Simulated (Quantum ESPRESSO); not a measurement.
# NbAs (I4_1md) in Quantum ESPRESSO: band structure with rev-vdW-DF2

Aim: the band structure of NbAs with rev-vdW-DF2.

All numbers are computed with Quantum ESPRESSO 7.5; they aren't measurements. Logs are shortened: lines on timing, memory, paths and dates and some standing lists are left out, and cuts for length are marked.

## (1) Starting point

Symmetry: I4_1md, No. 109, tetragonal system. Conventional cell: a = 3.452 Å, b = 3.452 Å, c = 11.680 Å, α = 90.00°, β = 90.00°, γ = 90.00°. Nb (site symmetry 2mm) has 6 As at 2.60 to 2.63 Å as nearest neighbours. As (site symmetry 2mm) has 6 Nb at 2.60 to 2.63 Å as nearest neighbours.

## (2) Band structure, rev-vdW-DF2

pw.in reads:

```
&CONTROL
  calculation = 'scf'
  prefix = 'pwscf'
  outdir = './tmp'
  pseudo_dir = './pseudo'
  tprnfor = .true.
  tstress = .true.
  disk_io = 'low'
/
&SYSTEM
  ibrav = 0
  A = 6.32951155
  nat = 4
  ntyp = 2
  ecutwfc = 84
  nbnd = 38
  input_dft = 'vdw-df2-b86r'
  occupations = 'smearing'
  smearing = 'fd'
  degauss = 0.00367493
/
&ELECTRONS
  conv_thr = 8d-10
  electron_maxstep = 120
  mixing_beta = 0.5
/
ATOMIC_SPECIES
Nb    92.9064 Nb.upf
As    74.9216 As.upf
CELL_PARAMETERS alat
  -0.2726671697    0.2726671697    0.9226620338
   0.2726671697   -0.2726671697    0.9226620338
   0.2726671697    0.2726671697   -0.9226620338
ATOMIC_POSITIONS alat
Nb     0.0000000000    0.2726671697    0.0000000000
Nb     0.0000000000    0.0000000000    1.3839930508
As     0.0000000000    0.2726671697    0.7676548122
As     0.0000000000    0.0000000000    0.3063237952
K_POINTS automatic
9 9 9 0 0 0
```

bands.in reads:

```
&CONTROL
  calculation = 'bands'
  prefix = 'pwscf'
  outdir = './tmp'
  pseudo_dir = './pseudo'
  disk_io = 'low'
  verbosity = 'high'
/
&SYSTEM
  ibrav = 0
  A = 6.32951155
  nat = 4
  ntyp = 2
  ecutwfc = 84
  nbnd = 38
  input_dft = 'vdw-df2-b86r'
  occupations = 'smearing'
  smearing = 'fd'
  degauss = 0.00367493
/
&ELECTRONS
  conv_thr = 1d-08
  electron_maxstep = 120
  mixing_beta = 0.5
  diago_full_acc = .true.
/
ATOMIC_SPECIES
Nb    92.9064 Nb.upf
As    74.9216 As.upf
CELL_PARAMETERS alat
  -0.2726671697    0.2726671697    0.9226620338
   0.2726671697   -0.2726671697    0.9226620338
   0.2726671697    0.2726671697   -0.9226620338
ATOMIC_POSITIONS alat
Nb     0.0000000000    0.2726671697    0.0000000000
Nb     0.0000000000    0.0000000000    1.3839930508
As     0.0000000000    0.2726671697    0.7676548122
As     0.0000000000    0.0000000000    0.3063237952
K_POINTS crystal
60
 0.0000000000  0.0000000000  0.0000000000 1
-0.0555555556  0.0555555556  0.0000000000 1
-0.1111111111  0.1111111111  0.0000000000 1
-0.1666666667  0.1666666667  0.0000000000 1
-0.2222222222  0.2222222222  0.0000000000 1
-0.2777777778  0.2777777778  0.0000000000 1
-0.3333333333  0.3333333333  0.0000000000 1
-0.3888888889  0.3888888889  0.0000000000 1
-0.4444444444  0.4444444444  0.0000000000 1
-0.5000000000  0.5000000000  0.0000000000 1
-0.5000000000  0.5000000000 -0.0436667032 1
-0.4619722253  0.4619722253 -0.0816944779 1
-0.4239444505  0.4239444505 -0.1197222526 1
-0.3859166758  0.3859166758 -0.1577500274 1
-0.3478889011  0.3478889011 -0.1957778021 1
-0.3098611263  0.3098611263 -0.2338055768 1
-0.2718333516  0.2718333516 -0.2718333516 1
-0.2330000156  0.2330000156 -0.2330000156 1
-0.1941666797  0.1941666797 -0.1941666797 1
-0.1553333438  0.1553333438 -0.1553333438 1
-0.1165000078  0.1165000078 -0.1165000078 1
-0.0776666719  0.0776666719 -0.0776666719 1
-0.0388333359  0.0388333359 -0.0388333359 1
 0.0000000000  0.0000000000  0.0000000000 1
 0.1250000000  0.1250000000 -0.1250000000 1
 0.2500000000  0.2500000000 -0.2500000000 1
 0.3750000000  0.3750000000 -0.3750000000 1
 0.5000000000  0.5000000000 -0.5000000000 1
 0.4619722253  0.5380277747 -0.5380277747 1
 0.4239444505  0.5760555495 -0.5760555495 1
 0.3859166758  0.6140833242 -0.6140833242 1
 0.3478889011  0.6521110989 -0.6521110989 1
 0.3098611263  0.6901388737 -0.6901388737 1
 0.2718333516  0.7281666484 -0.7281666484 1
 0.1359166758  0.6140833242 -0.6140833242 1
 0.0000000000  0.5000000000 -0.5000000000 1
-0.0312500000  0.5312500000 -0.4687500000 1
-0.0625000000  0.5625000000 -0.4375000000 1
-0.0937500000  0.5937500000 -0.4062500000 1
-0.1250000000  0.6250000000 -0.3750000000 1
-0.1562500000  0.6562500000 -0.3437500000 1
-0.1875000000  0.6875000000 -0.3125000000 1
-0.2187500000  0.7187500000 -0.2812500000 1
-0.2500000000  0.7500000000 -0.2500000000 1
-0.1031666484  0.8531666484 -0.3750000000 1
 0.0436667032  0.9563332968 -0.5000000000 1
 0.0851515483  0.9148484517 -0.5000000000 1
 0.1266363935  0.8733636065 -0.5000000000 1
 0.1681212387  0.8318787613 -0.5000000000 1
 0.2096060838  0.7903939162 -0.5000000000 1
 0.2510909290  0.7489090710 -0.5000000000 1
 0.2925757742  0.7074242258 -0.5000000000 1
 0.3340606193  0.6659393807 -0.5000000000 1
 0.3755454645  0.6244545355 -0.5000000000 1
 0.4170303097  0.5829696903 -0.5000000000 1
 0.4585151548  0.5414848452 -0.5000000000 1
 0.5000000000  0.5000000000 -0.5000000000 1
-0.5000000000  0.5000000000  0.0000000000 1
-0.3750000000  0.6250000000 -0.1250000000 1
-0.2500000000  0.7500000000 -0.2500000000 1
```

Potentials or basis: PseudoDojo 0.4.1 SR PBE standard.

Launch:

```
$ OMP_NUM_THREADS=1 pw.x -in pw.in > pw.out
$ OMP_NUM_THREADS=1 pw.x -in bands.in > bands.out
```

pw.out:

```text
This program is part of the open-source Quantum ESPRESSO suite
     for quantum simulation of materials; please cite
         "P. Giannozzi et al., J. Phys.:Condens. Matter 21 395502 (2009);
         "P. Giannozzi et al., J. Phys.:Condens. Matter 29 465901 (2017);
         "P. Giannozzi et al., J. Chem. Phys. 152 154105 (2020);
     in publications or presentations arising from this work. More details at

     IMPORTANT: XC functional enforced from input :
     Exchange-correlation= VDW-DF2-B86R
                           (   1   4  26   0   2   0   0)
     Any further DFT definition will be discarded
     Please, verify this is what you really want

     Message from routine setup:
     using ibrav=0 with symmetry is DISCOURAGED, use correct ibrav instead

     G-vector sticks info
     --------------------
     sticks:   dense  smooth     PW     G-vecs:    dense   smooth      PW
     Sum        2711    2711    825                48713    48713    8179

     Using Slab Decomposition

     bravais-lattice index     =            0
     lattice parameter (alat)  =      11.9610  a.u.
     unit-cell volume          =     469.5432 (a.u.)^3
     number of atoms/cell      =            4
     number of atomic types    =            2
     number of electrons       =        56.00
     number of Kohn-Sham states=           38
     kinetic-energy cutoff     =      84.0000  Ry
     charge density cutoff     =     336.0000  Ry
     scf convergence threshold =      8.0E-10
     mixing beta               =       0.5000
     number of iterations used =            8  plain     mixing
     Exchange-correlation= VDW-DF2-B86R
                           (   1   4  26   0   2   0   0)

     celldm(1)=  11.961043  celldm(2)=   0.000000  celldm(3)=   0.000000
     celldm(4)=   0.000000  celldm(5)=   0.000000  celldm(6)=   0.000000

     crystal axes: (cart. coord. in units of alat)
               a(1) = (  -0.272667   0.272667   0.922662 )
               a(2) = (   0.272667  -0.272667   0.922662 )
               a(3) = (   0.272667   0.272667  -0.922662 )

     reciprocal axes: (cart. coord. in units 2 pi/alat)
               b(1) = (  0.000000  1.833737  0.541910 )
               b(2) = (  1.833737  0.000000  0.541910 )
               b(3) = (  1.833737  1.833737  0.000000 )

     PseudoPot. # 1 for Nb read from file:
     Nb.upf
     Pseudo is Norm-conserving + core correction, Zval = 13.0
     Generated using ONCVPSP code by D. R. Hamann
     Using radial grid of 1680 points,  6 beta functions with:
                l(1) =   0
[... 138 lines left out ...]
     %    use with input_dft = 'vdW-DF3-opt1' or 'vdW-DF3-opt2'             %
     %                                                                      %
     %  * Unscreened and range-separated hybrid vdW-DF-cx functionals       %
     %    DOI: 10.1063/1.4986522 and 10.1088/1361-648X/ac2ad2               %
     %    use with input_dft = 'vdW-DF-cx0'    and 'vdW-DF-ahcx'            %
     %  * Unscreened and range-separated hybrid vdW-DF2-b86r functionals    %
     %    DOI: 10.1063/1.4986522 and DOI: 10.1103/PhysRevX.12.041003        %
     %    use with input_dft = 'vdW-DF2-br0' and 'vdW-DF2-ahbr'             %
     %                                                                      %
     %%%%%%%%%%%%%%%%%%%%%%%%%%%%%%%%%%%%%%%%%%%%%%%%%%%%%%%%%%%%%%%%%%%%%%%%

     Starting wfcs are   38 randomized atomic wfcs

     Self-consistent Calculation

     iteration #  1     ecut=    84.00 Ry     beta= 0.50
     Davidson diagonalization with overlap
     ethr =  1.00E-02,  avg # of iterations =  5.6

     Threshold (ethr) on eigenvalues was too large:
     Diagonalizing with lowered threshold

     Davidson diagonalization with overlap
     ethr =  9.05E-04,  avg # of iterations =  1.3

     total energy              =    -673.06068133 Ry
     estimated scf accuracy    <       0.52315580 Ry
[... 50 lines left out ...]
     iteration #  9     ecut=    84.00 Ry     beta= 0.50
     Davidson diagonalization with overlap
     ethr =  8.16E-12,  avg # of iterations =  2.0

     End of self-consistent calculation

          k = 0.0000 0.0000 0.0000 (  6137 PWs)   bands (ev):

   -38.5968 -38.5685 -18.8342 -18.8342 -18.8109 -18.8100 -18.8072 -18.8056
   -18.7938 -18.7858 -18.7858 -18.7854 -14.8503 -14.7409 -14.7409 -14.5845
   -14.5845 -14.5349   3.1991   5.4305  10.3002  13.6591  14.1923  14.1923
    14.4649  14.7967  15.0579  15.0579  17.1817  17.7524  18.8559  19.4401
    19.4401  20.1473  20.4103  20.4103  21.6127  22.4577
[... 427 lines left out ...]
   -38.5623 -38.5587 -18.8419 -18.8397 -18.8133 -18.8131 -18.8010 -18.8009
   -18.7891 -18.7891 -18.7790 -18.7790 -14.9221 -14.9210 -14.7399 -14.7394
   -14.6273 -14.5924   5.4373   5.5588  11.3285  11.3671  11.9941  12.1238
    13.5936  13.6690  15.7159  16.0213  18.5808  18.7393  18.9329  19.2749
    19.9871  20.1847  21.6307  22.2983  22.6038  23.4443

          k =-0.0000 0.0000 0.2408 (  6108 PWs)   bands (ev):

   -38.5935 -38.5718 -18.8348 -18.8348 -18.8107 -18.8100 -18.8070 -18.8058
   -18.7930 -18.7865 -18.7853 -18.7853 -14.8143 -14.7445 -14.7445 -14.5808
   -14.5808 -14.5727   3.3957   5.0558  10.8715  13.4747  13.9641  13.9641
    14.2514  14.5551  15.4384  15.4384  17.2430  17.6795  18.9389  18.9389
    19.2722  19.4704  20.8210  20.8210  22.5719  22.6819
[... 131 lines left out ...]
   -38.5776 -38.5754 -18.8358 -18.8349 -18.8123 -18.8109 -18.8084 -18.8060
   -18.7889 -18.7863 -18.7845 -18.7838 -14.8436 -14.7666 -14.6943 -14.6730
   -14.6285 -14.5850   4.5908   4.6557  12.0086  12.0834  12.9466  13.3215
    13.8236  14.2166  15.1359  15.8097  17.5990  17.7289  18.1215  18.9927
    19.2571  19.9748  20.5699  21.5338  23.3463  25.1519

          k =-0.0000 0.0000 0.4817 (  6156 PWs)   bands (ev):

   -38.5851 -38.5802 -18.8354 -18.8354 -18.8102 -18.8101 -18.8065 -18.8063
   -18.7907 -18.7892 -18.7845 -18.7845 -14.7490 -14.7490 -14.7222 -14.6674
   -14.5762 -14.5762   3.9416   4.3057  12.1444  12.7836  13.7687  13.7687
    13.9924  14.0247  15.8973  15.8973  17.4042  17.5029  18.3897  18.3897
    19.5170  19.6336  21.2160  21.2160  22.9906  23.1425

          k = 0.0000 1.6300 0.0000 (  6136 PWs)   bands (ev):

   -38.5817 -38.5809 -18.8357 -18.8353 -18.8099 -18.8090 -18.8079 -18.8073
   -18.7900 -18.7889 -18.7846 -18.7842 -14.7807 -14.7452 -14.6941 -14.6858
   -14.5953 -14.5732   4.2176   4.2451  12.3212  12.5039  13.3909  13.7345
    13.8032  14.4171  15.3325  16.0812  17.1147  18.0763  18.1165  18.4715
    19.4632  19.6529  20.6680  21.5893  23.1184  23.9964

     the Fermi energy is    16.4726 ev

!    total energy              =    -673.23171701 Ry
     estimated scf accuracy    <          3.1E-10 Ry
     smearing contrib. (-TS)   =      -0.00055383 Ry
     internal energy E=F+TS    =    -673.23116318 Ry

     The total energy is F=E-TS. E is the sum of the following terms:
     one-electron contribution =    -210.12174905 Ry
     hartree contribution      =     139.67325942 Ry
     xc contribution           =    -147.07256301 Ry
     ewald contribution        =    -455.71011054 Ry

     convergence has been achieved in   9 iterations

     Forces acting on atoms (cartesian axes, Ry/au):

     atom    1 type  1   force =    -0.00000000   -0.00000000   -0.01114498
     atom    2 type  1   force =    -0.00000000    0.00000000   -0.01114498
     atom    3 type  2   force =    -0.00000000    0.00000000    0.01114498
     atom    4 type  2   force =     0.00000000    0.00000000    0.01114498

     Total force =     0.022290     Total SCF correction =     0.000005

     Computing stress (Cartesian axis) and pressure

          total   stress  (Ry/bohr**3)                   (kbar)     P=        9.38
   0.00003863   0.00000000   0.00000000            5.68        0.00        0.00
   0.00000000   0.00003863   0.00000000            0.00        5.68        0.00
  -0.00000000   0.00000000   0.00011400           -0.00        0.00       16.77

=------------------------------------------------------------------------------=
   JOB DONE.
=------------------------------------------------------------------------------=
```

Run time: 21 min. Hardware: 1 thread of Arm Neoverse V1, shared host; peak memory 0.6 GiB.

Results:

```yaml
Free_energy: -9159.7841 eV
Pressure: 0.9 GPa
Largest_force: 0.287 eV/Å
Band_gap_on_the_k_mesh: none (metal or under the smearing width)
```

Forces on the atoms (eV/Å):
```
Nb   0.000  0.000 -0.287
Nb   0.000  0.000 -0.287
As   0.000  0.000  0.287
As   0.000  0.000  0.287
```

Levels at the corners of the path, in eV from the Fermi level:
```
point  band 26  band 27  band 28  band 29  band 30  band 31
    Γ    -1.68    -1.41    -1.41     0.71     1.28     2.38
    X    -2.81    -0.57    -0.57     2.37     2.37     2.67
    Y    -2.79    -0.61    -0.61     2.26     2.26     2.67
    S    -2.09    -1.44    -0.16     0.15     1.42     1.97
    Γ    -1.68    -1.41    -1.41     0.71     1.28     2.38
    Z    -2.49    -0.55    -0.55     0.98     0.98     1.89
   S1    -2.09    -1.44    -0.16     0.15     1.42     1.97
    N    -1.86    -1.41    -0.09     0.04     1.14     2.09
    P    -2.84    -0.55    -0.55     2.38     2.38     2.61
   Y1    -2.79    -0.61    -0.61     2.26     2.26     2.67
    Z    -2.49    -0.55    -0.55     0.98     0.98     1.89
    X    -2.81    -0.57    -0.57     2.37     2.37     2.67
    P    -2.84    -0.55    -0.55     2.38     2.38     2.61
```

Caveat: the potentials were made for another functional, which shifts forces and pressure.
